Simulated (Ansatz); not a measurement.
# AlPt (Pm-3m) in Ansatz: a series of runs

The runs below take AlPt through relaxation of cell and atoms, with PBEsol.

All numbers are computed with Ansatz 0.2.0; they aren't measurements. Logs are shortened: lines on timing, memory, paths and dates and some standing lists are left out, and cuts for length are marked.

## (1) The structure

Symmetry: Pm-3m, No. 221, cubic system. Conventional cell: a = 3.092 Å, b = 3.092 Å, c = 3.092 Å, α = 90.00°, β = 90.00°, γ = 90.00°. Pt (site symmetry m-3m) has 8 Al at 2.68 Å as nearest neighbours. Around Al (site symmetry m-3m) lie 8 Pt at 2.68 Å.

Measurements of this composition are mostly on another form, of space group No. 198.

## (2) Relaxation of cell and atoms, PBEsol, target pressure 10 GPa, at which the enthalpy is minimised

input.yaml reads:

```yaml
crystal:
  lattice:
    - [3.091546, 0.0, 0.0]
    - [0.0, 3.091546, 0.0]
    - [0.0, 0.0, 3.091546]
  atoms:
    - { symbol: Pt, position: [0.5, 0.5, 0.5] }
    - { symbol: Al, position: [0.0, 0.0, 0.0] }
hamiltonian:
  xc: pbesol
  pseudopotentials: { kind: paw }
kpoints:
  mp_grid: { grid: [9, 9, 9] }
scf:
  occupations: { method: fermi_dirac, width: 0.05 }
output:
  forces: true
  stress: true
  eigenvalues: true
relax:
  f_tol: 0.01
  max_steps: 40
  cell: { stress_tol: 0.05, p_target: 10.0 }
```

Potentials or basis: Ansatz PAW.

Run with:

```
$ ansatz run input.yaml --threads 2 --pin off --max-ram 5632MiB --backend cpu --events-out ev --progress --plain --runs-dir out
```

Output:

```text
Warning: RAYON_NUM_THREADS=2 ignored (pool sized by the plan → 2); use --threads N
Engine: ansatz 0.2.0, aarch64-unknown-linux-gnu
Pseudopotentials: kind: paw
Pseudopotential: Pt, paw, valence charge 18, recommended cutoff 420 eV (normal), Pt.paw.azcp
Pseudopotential: Al, paw, valence charge 3, recommended cutoff 420 eV (normal), Al.paw.azcp
Functional definition: PBEsol
  exchange = pbesol_x
  correlation = pbesol_c
Crystal: 2 atoms, lattice volume = 29.548 Å³
Basis set: ecut = 420 eV, 587 PW (Γ), exchange–correlation on 48×48×48 points (8 copies of the dense FFT grid, shifted against one another)
Bands: 15, of which v1, the nominal top of the filled ones, is band 11 counted from 1 (10 counted from 0)
Symmetry: 48 space group operations
Space group: Pm-3m (ITA 221), of the structure as read, at distance tolerance 3.1e-5 Å
k-points: 35 of 729
Non-local potential: Pt, projectors of the file, l = 0: 3, l = 1: 2, l = 2: 2, l = 3: 1
Non-local potential: Al, projectors of the file, l = 0: 2, l = 1: 2, l = 2: 1
PAW form: soft (Blöchl's): semilocal exchange-correlation on the pseudo side does not see the compensation charge
PAW frozen core: Pt, regenerated for the run's functional, and the local potential with it (the file was generated under x = pbe(κ = 0.804, μ = 0.2195149727645171), c = pbe(β = 0.06672455060314922))
PAW frozen core: Al, regenerated for the run's functional, and the local potential with it (the file was generated under x = pbe(κ = 0.804, μ = 0.2195149727645171), c = pbe(β = 0.06672455060314922))
PAW one-centre angular grid: Pt, 590 points (default); XC on 64 Gauss nodes
PAW one-centre angular grid: Al, 110 points (default); XC on 64 Gauss nodes
Initial density: superposition of atomic densities (neutral atoms: chi_scale 0, normalization atom), corrected by the library's trained network
Initial wavefunctions: pseudopotential atomic-orbital guess
Functional: x = pbesol(κ = 0.804, μ = 0.12345679012345678), c = pbesol(β = 0.046)
SCF iter   1: F=—  HF=-12910.218642 eV  |F-HF|=—  |Δ(HF+E_count)|=         —  Δρ=3.13e-3  dr2=1.72e-3  ethr=1.77e-3  ⟨swp⟩=5.3  Hψ=2586  notcnv=0
preconditioner: auto → none  [insulator: Δε(μ)=0.125 eV  Ē_g=10.247 eV  σ=0.050 eV  W_gap=0.55  n_scr=6 (ndim 8)  ℏωp=24.6 eV  f_vac=0.000  D(μ)=0.83/eV (n_scr^D=6)  ε∞_Penn≈6.8]
SCF iter   2: F=—  HF=-12910.218985 eV  |F-HF|=—  |Δ(HF+E_count)|=   3.42e-4  Δρ=1.27e-3  dr2=1.90e-4  ethr=8.18e-6  ⟨swp⟩=2.1  Hψ=1055  notcnv=0
SCF iter   3: F=—  HF=-12910.218969 eV  |F-HF|=—  |Δ(HF+E_count)|=   1.53e-5  Δρ=2.79e-4  dr2=8.01e-6  ethr=9.03e-7  ⟨swp⟩=1.8  Hψ=683  notcnv=0
SCF iter   4: F=—  HF=-12910.218945 eV  |F-HF|=—  |Δ(HF+E_count)|=   2.37e-5  Δρ=2.85e-5  dr2=5.00e-8  ethr=3.81e-8  ⟨swp⟩=2.3  Hψ=787  notcnv=0
iter 5 did not close the SCF: its close was put off for the readings that it lacked (scf_convergence_deferred on its scf_iter line)
SCF iter   5: F=-12910.218946 eV  HF=-12910.218946 eV  |F-HF|=6.00e-11  |Δ(HF+E_count)|=   7.26e-8  Δρ=1.69e-6  dr2=3.03e-10  ethr=2.38e-10  ⟨swp⟩=2.0  Hψ=834  notcnv=0
SCF iter   6: F=-12910.218946 eV  HF=-12910.218946 eV  |F-HF|=1.82e-12  |Δ(HF+E_count)|=  3.46e-11  Δρ=1.80e-7  dr2=3.66e-12  ethr=1.44e-12  ⟨swp⟩=1.8  Hψ=1678  notcnv=0
SCF 1 converged in 6 iterations: F = -12910.218946 eV  dr2 = 3.66e-12
relax step   1: F+E_penalty+E_count = -12910.21894557 eV  Δ(F+E_penalty+E_count) = +0.000e0 eV  max|allowed force component| = 2.773e-29 eV/Å  Δτ_max = 0.0000 Å  P = -5.752 GPa  Ω = 29.548 Å³  (6 SCF iters, dr2 threshold 1.00e-7 eV, accepted)
Crystal: 2 atoms, lattice volume = 25.506 Å³
Basis set: ecut = 420 eV, 485 PW (Γ), exchange–correlation on 48×48×48 points (8 copies of the dense FFT grid, shifted against one another)
Initial density: handed on by an earlier stage of this run
Initial wavefunctions: those handed on with the density
iter 1 solved again at ethr=4.16e-4 eV; its pass at ethr=3.10e-3 eV (dr2=8.74e-2 eV) is discarded
SCF iter   1: F=—  HF=-12909.991521 eV  |F-HF|=—  |Δ(HF+E_count)|=         —  Δρ=1.62e-2  dr2=8.78e-2  ethr=4.16e-4  ⟨swp⟩=1.0  Hψ=3449  notcnv=0
preconditioner: auto → none  [metal: Δε(μ)=0.067 eV  Ē_g=11.511 eV  σ=0.050 eV  W_gap=0.29  n_scr=6 (ndim 8)  ℏωp=26.5 eV  f_vac=0.000  D(μ)=1.06/eV (n_scr^D=6)]
SCF iter   2: F=—  HF=-12909.967351 eV  |F-HF|=—  |Δ(HF+E_count)|=   2.42e-2  Δρ=6.07e-3  dr2=8.61e-3  ethr=4.16e-4  ⟨swp⟩=2.7  Hψ=874  notcnv=0
SCF iter   3: F=—  HF=-12909.964051 eV  |F-HF|=—  |Δ(HF+E_count)|=   3.30e-3  Δρ=9.97e-4  dr2=2.43e-4  ethr=4.10e-5  ⟨swp⟩=2.6  Hψ=850  notcnv=0
SCF iter   4: F=—  HF=-12909.963979 eV  |F-HF|=—  |Δ(HF+E_count)|=   7.26e-5  Δρ=1.09e-4  dr2=7.70e-7  ethr=1.16e-6  ⟨swp⟩=2.4  Hψ=747  notcnv=0
SCF iter   5: F=—  HF=-12909.963964 eV  |F-HF|=—  |Δ(HF+E_count)|=   1.45e-5  Δρ=5.45e-6  dr2=3.26e-9  ethr=3.67e-9  ⟨swp⟩=2.0  Hψ=753  notcnv=0
SCF iter   6: F=-12909.963964 eV  HF=-12909.963964 eV  |F-HF|=3.46e-11  |Δ(HF+E_count)|=  6.58e-10  Δρ=6.35e-7  dr2=5.06e-11  ethr=1.55e-11  ⟨swp⟩=1.8  Hψ=1678  notcnv=0
SCF 2 converged in 6 iterations: F = -12909.963964 eV  dr2 = 5.06e-11
[... 33 lines left out ...]
iter 4 did not close the SCF: its close was put off for the readings that it lacked (scf_convergence_deferred on its scf_iter line)
SCF iter   4: F=-12910.198778 eV  HF=-12910.198778 eV  |F-HF|=2.18e-11  |Δ(HF+E_count)|=   7.16e-9  Δρ=1.12e-6  dr2=1.10e-10  ethr=1.15e-10  ⟨swp⟩=2.4  Hψ=732  notcnv=0
iter 5 did not close the SCF: its close was put off for the readings that it lacked (scf_convergence_deferred on its scf_iter line)
SCF iter   5: F=-12910.198778 eV  HF=-12910.198778 eV  |F-HF|=0.00e0  |Δ(HF+E_count)|=  5.09e-11  Δρ=8.94e-8  dr2=1.31e-12  ethr=1.00e-12  ⟨swp⟩=1.9  Hψ=675  notcnv=0
SCF iter   6: F=-12910.198778 eV  HF=-12910.198778 eV  |F-HF|=3.64e-12  |Δ(HF+E_count)|=  1.82e-12  Δρ=4.12e-9  dr2=2.09e-15  ethr=1.00e-12  ⟨swp⟩=1.0  Hψ=1190  notcnv=0
SCF 5 converged in 6 iterations: F = -12910.198778 eV  dr2 = 2.09e-15
relax step   5: F+E_penalty+E_count = -12910.19877813 eV  Δ(F+E_penalty+E_count) = -2.193e-3 eV  max|allowed force component| = 1.573e-29 eV/Å  Δτ_max = 0.0000 Å  P = +10.002 GPa  Ω = 27.411 Å³  energy of the carried Pulay correction = +7.789e-4 eV  (6 SCF iters, dr2 threshold 2.00e-7 eV, accepted)
Initial wavefunctions: pseudopotential atomic-orbital guess (no wavefunctions were taken with the density)
iter 1 solved again at ethr=3.80e-9 eV; its pass at ethr=3.10e-3 eV (dr2=7.98e-7 eV) is discarded
SCF iter   1: F=—  HF=-12910.198115 eV  |F-HF|=—  |Δ(HF+E_count)|=         —  Δρ=1.53e-4  dr2=1.02e-6  ethr=3.80e-9  ⟨swp⟩=4.3  Hψ=4320  notcnv=0
preconditioner: auto → none  [metal: Δε(μ)=0.063 eV  Ē_g=10.930 eV  σ=0.050 eV  W_gap=0.30  n_scr=6 (ndim 8)  ℏωp=25.6 eV  f_vac=0.000  D(μ)=0.85/eV (n_scr^D=6)]
SCF iter   2: F=—  HF=-12910.198101 eV  |F-HF|=—  |Δ(HF+E_count)|=   1.39e-5  Δρ=7.10e-5  dr2=1.88e-7  ethr=3.80e-9  ⟨swp⟩=3.0  Hψ=890  notcnv=0
SCF iter   3: F=—  HF=-12910.198102 eV  |F-HF|=—  |Δ(HF+E_count)|=   7.98e-8  Δρ=9.34e-6  dr2=4.43e-9  ethr=8.98e-10  ⟨swp⟩=3.0  Hψ=756  notcnv=0
SCF iter   4: F=—  HF=-12910.198102 eV  |F-HF|=—  |Δ(HF+E_count)|=   3.23e-9  Δρ=1.64e-6  dr2=1.53e-10  ethr=2.11e-11  ⟨swp⟩=2.6  Hψ=877  notcnv=0
iter 5 did not close the SCF: its close was put off for the readings that it lacked (scf_convergence_deferred on its scf_iter line)
SCF iter   5: F=-12910.198102 eV  HF=-12910.198102 eV  |F-HF|=1.82e-12  |Δ(HF+E_count)|=  1.51e-10  Δρ=7.66e-8  dr2=3.54e-13  ethr=1.00e-12  ⟨swp⟩=1.0  Hψ=525  notcnv=0
SCF iter   6: F=-12910.198102 eV  HF=-12910.198102 eV  |F-HF|=0.00e0  |Δ(HF+E_count)|=  1.82e-12  Δρ=8.66e-9  dr2=3.95e-15  ethr=1.00e-12  ⟨swp⟩=3.0  Hψ=1918  notcnv=0
SCF 6 converged in 6 iterations: F = -12910.198102 eV  dr2 = 3.95e-15
relax step   6: F+E_penalty+E_count = -12910.19810155 eV  Δ(F+E_penalty+E_count) = +6.766e-4 eV  max|allowed force component| = 1.029e-29 eV/Å  Δτ_max = 0.0000 Å  P = +9.993 GPa  Ω = 27.411 Å³  stress off target by 6.73e-3 GPa  SCF on the basis re-selected at this cell (its energy is not comparable with the rows above)  (6 SCF iters)
basis re-selected at this cell: Δ(F+E_penalty+E_count) = +6.766e-4 eV, ΔP = -0.009 GPa vs the last step (what re-selecting the basis moved, of the pressure what is left beyond the Pulay correction that the steps carried, after the strain that the cell walked since its last selection, with what the two solves' SCF thresholds leave and, on support functions, any second-order correction that the steps lacked; it is no measure of the basis error at this ecutwfc). This SCF's stress stands 6.73e-3 GPa from its target on what of the cell is left free (relax.cell.stress_tol is 5.00e-2 GPa) and its largest allowed force component is 1.03e-29 eV/Å (relax.f_tol is 1.00e-2 eV/Å): within both
SCF converged after 6 iterations
Free energy (F): -12910.198102 eV
Harris-Foulkes:  -12910.198102 eV  (|F-HF|=0.00e0)
Internal energy: -12910.191290 eV  (E = F + TS)
E sigma→0 (E₀):  -12910.194696 eV
Entropy (-TS):   -0.006811 eV (-3.406 meV/atom)
Fermi energy:    18.452467 eV
--- Per-component energies (eV) ---
  E_band       = -194.498962
  E_kinetic    = 668.560445
  E_local      = -2063.658100  (includes V_loc(G=0)·N_el)
  E_nonlocal   = 212.222553
  E_hartree    = 810.132278
  E_xc         = -303.105447
  E_vxc        = -336.014173  (∫ρ·V_xc dr)
  E_paw        = -9771.709670  (= ΣΔE_a)
  E_vpaw       = -295.874437  (= ΣTr[D̂ρ^β])
  E_aug_tail   = 0.000194  (compensation charges beyond the density's cutoff)
  E_ewald      = -2462.939664
  E_core_change = 0.306120  (= ΣΔE_core)
  E_smearing   = -0.006811  (= −TS)
  E_closure    = -0.000000  (closes the sum)
  Σ components = -12910.198102   (vs F -12910.198102, Δ=0.00e0)
--- Forces (eV/Å), atoms counted from 1 ---
  atom   1  Pt    -0.00000000     0.00000000     0.00000000
  atom   2  Al    -0.00000000    -0.00000000    -0.00000000
  max |Σ_I F_I| component: 1.94e-29 eV/Å
--- Stress (GPa, compression-positive) ---
        9.993266       0.000000      -0.000000
        0.000000       9.993266      -0.000000
       -0.000000      -0.000000       9.993266
  P = ⅓ Tr σ = 9.9933 GPa (99.933 kbar)
--- Band table (eV; the first three rows and the last of 35) ---
  k-point 0: bands = ["-80.6888", "-34.8783", "-34.8783", "-34.8783", "6.1829", "12.2586", "12.2586", "15.6233", "15.6233", "15.6233", "22.4358", "22.4358", "22.4358", "27.7162", "27.7162"]
  k-point 1: bands = ["-80.6885", "-34.8906", "-34.8773", "-34.8773", "6.4231", "12.3282", "12.3502", "15.3828", "15.3828", "15.6489", "21.2301", "22.8693", "22.8693", "27.2240", "28.2435"]
  k-point 2: bands = ["-80.6875", "-34.9216", "-34.8749", "-34.8749", "7.1170", "12.4841", "12.5124", "14.8575", "14.8575", "15.7146", "19.3038", "23.9692", "23.9692", "26.1422", "28.6436"]
  k-point 34: bands = ["-80.6795", "-34.9597", "-34.9596", "-34.9596", "11.3463", "11.5309", "11.5309", "16.7142", "16.7142", "18.7432", "19.6793", "20.4171", "20.4171", "24.3045", "25.1498"]
--- Relaxed structure (5 steps of the walk, 4 accepted, 1 SCFs on fresh bases) ---
  F+E_penalty+E_count = -12910.19810155 eV   max|allowed force component| = 1.029e-29 eV/Å   (the final SCF, on the basis selected at the relaxed cell)
  cell:  # Å, volume = 27.4108 Å³
    - [3.0151396418562615, -4.453712996395482e-34, -5.175936725540696e-34]
    - [-1.8858064038791684e-34, 3.0151396418562615, 1.2839532962581572e-34]
    - [-5.175936725540696e-34, 1.2839532962581572e-34, 3.0151396418562615]
  atoms:
    - { symbol: Pt, position: [0.5, 0.5, 0.5] }
    - { symbol: Al, position: [-7.082310437908822e-47, 1.0623465656863233e-47, 9.443080583878428e-48] }
```

Run time: 4.5 s. Hardware: 2 threads of Arm Neoverse V1, shared host; peak memory 0.29 GiB.

Results:

* Free energy: -12910.1981 eV
* Relaxed volume: 13.71 Å³/atom
* Relaxed cell: a = 3.015 Å, b = 3.015 Å, c = 3.015 Å, α = 90.00°, β = 90.00°, γ = 90.00°
* Space group after relaxing (to 0.05 Å): Pm-3m (No. 221)
* Energy change on relaxing (the enthalpy is what falls): +10.4 meV/atom
* Ionic steps: 5
* Pressure after relaxing: 10.0 GPa
* Band gap on the k mesh: none (metal or under the smearing width)

The path:
| step | energy change (eV) | largest force (eV/Å) | volume (Å³) |
| --- | --- | --- | --- |
| 1 | 0.0000 | 0.0000 | 29.55 |
| 2 | 0.0062 | 0.0000 | 27.66 |
| 3 | 0.0224 | 0.0000 | 27.38 |
| 4 | 0.0202 | 0.0000 | 27.41 |
| 5 | 0.0208 | 0.0000 | 27.41 |

Final structure:
```
CELL_PARAMETERS angstrom
3.01514 0.00000 0.00000
0.00000 3.01514 0.00000
0.00000 0.00000 3.01514
ATOMIC_POSITIONS crystal
Pt 0.50000 0.50000 0.50000
Al 0.00000 0.00000 0.00000
```

Caveat: the plane-wave basis is chosen anew once the cell has moved, so the energies of steps on either side of that aren't comparable; the PAW data sets come from PBE, with cores solved anew for the run's functional, which leaves a small shift of forces and pressure. Spin-orbit coupling is left out, which matters for the levels of Pt.

## (3) Relaxation of cell and atoms, PBEsol, target pressure 20 GPa, at which the enthalpy is minimised

input.yaml, as its differences from that of step 2:

```diff
@@ -19,2 +19,6 @@
   eigenvalues: true
+  write_density: true
+  write_potential: true
+  elf: true
+  volumetric_format: npy
 relax:
@@ -22,2 +26,2 @@
   max_steps: 40
-  cell: { stress_tol: 0.05, p_target: 10.0 }
+  cell: { stress_tol: 0.05, p_target: 20.0 }
```

Potentials or basis: Ansatz PAW.

Run with:

```
$ ansatz run input.yaml --threads 2 --pin off --max-ram 5632MiB --backend cpu --events-out ev --progress --plain --runs-dir out
```

Wall time 3.8 s (2 threads of Arm Neoverse V1, shared host); peak memory 0.3 GiB.

Results (log left out):

| Quantity | Value |
| --- | --- |
| Free energy | -12910.1059 eV |
| Relaxed volume | 13.21 Å³/atom |
| Relaxed cell | a = 2.978 Å, b = 2.978 Å, c = 2.978 Å, α = 90.00°, β = 90.00°, γ = 90.00° |
| Space group after relaxing (to 0.05 Å) | Pm-3m (No. 221) |
| Energy change on relaxing (the enthalpy is what falls) | +56.5 meV/atom |
| Ionic steps | 5 |
| Pressure after relaxing | 20.0 GPa |
| Band gap on the k mesh | none (metal or under the smearing width) |

Step by step:
| step | energy change (eV) | largest force (eV/Å) | volume (Å³) |
| --- | --- | --- | --- |
| 1 | 0.0000 | 0.0000 | 29.55 |
| 2 | 0.2690 | 0.0000 | 25.43 |
| 3 | 0.0898 | 0.0000 | 26.60 |
| 4 | 0.1121 | 0.0000 | 26.41 |
| 5 | 0.1131 | 0.0000 | 26.41 |

Final structure:
```cif
data_structure
_symmetry_space_group_name_H-M 'P 1'
_symmetry_Int_Tables_number 1
_cell_length_a 2.9781
_cell_length_b 2.9781
_cell_length_c 2.9781
_cell_angle_alpha 90.000
_cell_angle_beta 90.000
_cell_angle_gamma 90.000
_cell_volume 26.41
loop_
_atom_site_label
_atom_site_type_symbol
_atom_site_fract_x
_atom_site_fract_y
_atom_site_fract_z
_atom_site_occupancy
Pt1 Pt 0.50000 0.50000 0.50000 1
Al1 Al 0.00000 0.00000 0.00000 1
```

Levels at points of the mesh, in eV from the Fermi level:
```csv
k point,band 8,band 9,band 10,band 11,band 12,band 13
"(0.00, 0.00, 0.00)",-2.96,-2.96,-2.96,4.02,4.02,4.02
```

Caveat: the plane-wave basis is chosen anew once the cell has moved, so the energies of steps on either side of that aren't comparable; the PAW data sets come from PBE, with cores solved anew for the run's functional, which leaves a small shift of forces and pressure. The run has no spin-orbit coupling, so splittings on Pt are missing.

## (4) Relaxation of cell and atoms, PBEsol, target pressure 30 GPa, at which the enthalpy is minimised

input.yaml, as its differences from that of step 3:

```diff
@@ -26,2 +26,2 @@
   max_steps: 40
-  cell: { stress_tol: 0.05, p_target: 20.0 }
+  cell: { stress_tol: 0.05, p_target: 30.0 }
```

Run with:

```
$ ansatz run input.yaml --threads 2 --pin off --max-ram 5632MiB --backend cpu --events-out ev --progress --plain --runs-dir out
```

It took 3.8 s on 2 threads of Arm Neoverse V1, shared host; peak memory 0.3 GiB.

It converged, with:

- Free energy: -12909.9762 eV
- Relaxed volume: 12.79 Å³/atom
- Relaxed cell: a = 2.946 Å, b = 2.946 Å, c = 2.946 Å, α = 90.00°, β = 90.00°, γ = 90.00°
- Space group after relaxing (to 0.05 Å): Pm-3m (No. 221)
- Energy change on relaxing (the enthalpy is what falls): +121.4 meV/atom
- Ionic steps: 5
- Pressure after relaxing: 30.0 GPa
- Band gap on the k mesh: none (metal or under the smearing width)

Step by step:
| step | energy change (eV) | largest force (eV/Å) | volume (Å³) |
| --- | --- | --- | --- |
| 1 | 0.0000 | 0.0000 | 29.55 |
| 2 | 0.2690 | 0.0000 | 25.43 |
| 3 | 0.2350 | 0.0000 | 25.61 |
| 4 | 0.2415 | 0.0000 | 25.58 |
| 5 | 0.2428 | 0.0000 | 25.58 |

Final structure:
```
Pt Al
1.0
     2.94633    0.00000    0.00000
     0.00000    2.94633    0.00000
     0.00000    0.00000    2.94633
Pt Al
1 1
Cartesian
  1.4732 1.4732 1.4732
  0.0000 0.0000 0.0000
```

Levels at points of the mesh, in eV from the Fermi level:
```tsv
k point	band 7	band 8	band 9	band 10	band 11	band 12	band 13	band 14
(0.00, 0.00, 0.00)	-6.85	-3.08	-3.08	-3.08	4.06	4.06	4.06	9.45
```

Caveat: the plane-wave basis is chosen anew once the cell has moved, so the energies of steps on either side of that aren't comparable; the PAW data sets come from PBE, with cores solved anew for the run's functional, which leaves a small shift of forces and pressure.

## (5) Overview

| cell | target pressure (GPa) | gap on the mesh (eV) | pressure (GPa) |
| --- | --- | --- | --- |
| relaxed to 10 GPa | 10 | none | 10.0 |
| relaxed to 20 GPa | 20 | none | 20.0 |
| relaxed to 30 GPa | 30 | none | 30.0 |

Alike in all rows: task relaxation of cell and atoms; level PBEsol; potentials or basis Ansatz PAW; no spin polarisation; k mesh 9 × 9 × 9; cutoff (eV) 420; smearing fermi-dirac 0.05 eV.

Caveats: the plane-wave basis is chosen anew once the cell has moved, so the energies of steps on either side of that aren't comparable; the PAW data sets come from PBE, with cores solved anew for the run's functional, which leaves a small shift of forces and pressure.

Total energies depend on the potentials used, so only differences within one code and one set of settings carry meaning.
